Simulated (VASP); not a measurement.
Here is a VASP 6.6.1 calculation.

POSCAR

```
PbO2
1.0
    0.0000000000      2.6581699301      2.6581699301
    2.6581699301      0.0000000000      2.6581699301
    2.6581699301      2.6581699301      0.0000000000
Pb O
1 2
Direct
    0.0000000000      0.0000000000      0.0000000000
    0.2500000000      0.2500000000      0.2500000000
    0.7500000000      0.7500000000      0.7500000000
```

The input INCAR.step1:

```
PREC     = Accurate       # precision mode
ENCUT    = 520            # plane-wave cutoff, eV
EDIFF    = 1E-5           # SCF threshold, eV
ISMEAR   = -1             # smearing method
SIGMA    = 0.02           # smearing width, eV
LREAL    = F              # projectors in reciprocal space
LASPH    = T              # aspherical terms in the spheres
NELM     = 100            # most SCF steps
ALGO     = Normal         # electronic algorithm
ISIF     = 2              # what is computed and relaxed
LWAVE    = T              # write WAVECAR
LCHARG   = F              # write CHGCAR
NBANDS   = 20             # bands
GGA      = PE             # functional
```

Contents of INCAR.step2:

```
PREC     = Accurate       # precision mode
ENCUT    = 520            # plane-wave cutoff, eV
EDIFF    = 1E-6           # SCF threshold, eV
ISMEAR   = -1             # smearing method
SIGMA    = 0.02           # smearing width, eV
LREAL    = F              # projectors in reciprocal space
LASPH    = T              # aspherical terms in the spheres
NELM     = 100            # most SCF steps
ALGO     = Normal         # electronic algorithm
ISIF     = 2              # what is computed and relaxed
LWAVE    = F              # write WAVECAR
LCHARG   = F              # write CHGCAR
GGA      = PE             # functional
LHFCALC  = T              # exact exchange
HFSCREEN = 0.2079         # screening, 1/A
PRECFOCK = Normal       
NBANDS   = 20             # bands
ISTART   = 1
```

KPOINTS

```
regular mesh
0
Gamma
  4 4 4
```

Potentials or basis: VASP PAW PBE potentials, release 64 (Pb_d, O).

Run with:

```sh
$ cat potpaw_PBE.64/Pb_d/POTCAR potpaw_PBE.64/O/POTCAR > POTCAR
$ cp INCAR.step1 INCAR
$ mpirun -np 1 vasp_std > vasp.out
$ cp INCAR.step2 INCAR
$ mpirun -np 1 vasp_std > vasp.out
```

Problem. Predict the band gap on the k mesh.

Solution. None (metal or under the smearing width).

Problem. Predict the pressure.

Solution. -3.7 GPa.

Caveat: the k mesh is coarse (spacing up to 0.51 Å⁻¹), so the values aren't converged, least of all with exact exchange; the PAW data sets were made with another functional, which shifts forces and pressure a little. The run has no spin-orbit coupling, so splittings on Pb are missing.
